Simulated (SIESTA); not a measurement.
The system is Si2Ni.

```xyz
3
Lattice="0.0000 2.7030 2.7030 2.7030 0.0000 2.7030 2.7030 2.7030 0.0000" Properties=species:S:1:pos:R:3 pbc="T T T"
Ni    0.0000    0.0000    0.0000
Si    4.0545    4.0545    4.0545
Si    1.3515    1.3515    1.3515
```

```yaml
Program: SIESTA 5.4.2
Task: single point
Functional: PBEsol
Potentials_or_basis: PseudoDojo 0.4 standard (PBEsol files)
Basis: DZP (energy shift 0.003 Ry; two zetas on semicore shells)
Grid_cutoff: 800 Ry
Energy_shift: 0.003 Ry
k_mesh: 9 × 9 × 9
Occupations: fermi-dirac, width 0.05 eV
Spin: collinear spin, ferromagnetic start
Starting_moments: "[1.0, 0.0, 0.0] μB"
```

On this cell: pressure -0.9 GPa; largest force zero by symmetry; net moment 0.00 μB per cell; band gap on the k mesh none (metal or under the smearing width).

The same run follows on a disturbed copy (atoms moved at random, drawn with an rms of 0.05 Å):

```
Ni Si
1.0
     0.00000    2.70300    2.70300
     2.70300    0.00000    2.70300
     2.70300    2.70300    0.00000
Ni Si
1 2
Direct
  0.00493 0.00989 0.99540
  0.75332 0.75088 0.76642
  0.24470 0.25296 0.25518
```

Question: What changes?

Answer: The energy (extrapolated to zero smearing) moves by +7.8 meV/atom; pressure -0.6 GPa; largest force 0.493 eV/Å; net moment 0.00 μB per cell; band gap on the k mesh none (metal or under the smearing width).

Forces in eV/Å, atoms in the order of the input:
```
Ni   0.187  0.265 -0.372
Si  -0.222 -0.431  0.067
Si   0.035  0.165  0.304
```

Stress tensor (GPa, compression positive):
```
-0.62  0.73  1.59
 0.73 -0.55  0.66
 1.59  0.66 -0.71
```

Caveats: short orbitals over semicore shells can move pressures by several GPa; the basis of atomic orbitals isn't converged, which shifts pressures, moduli and gaps.
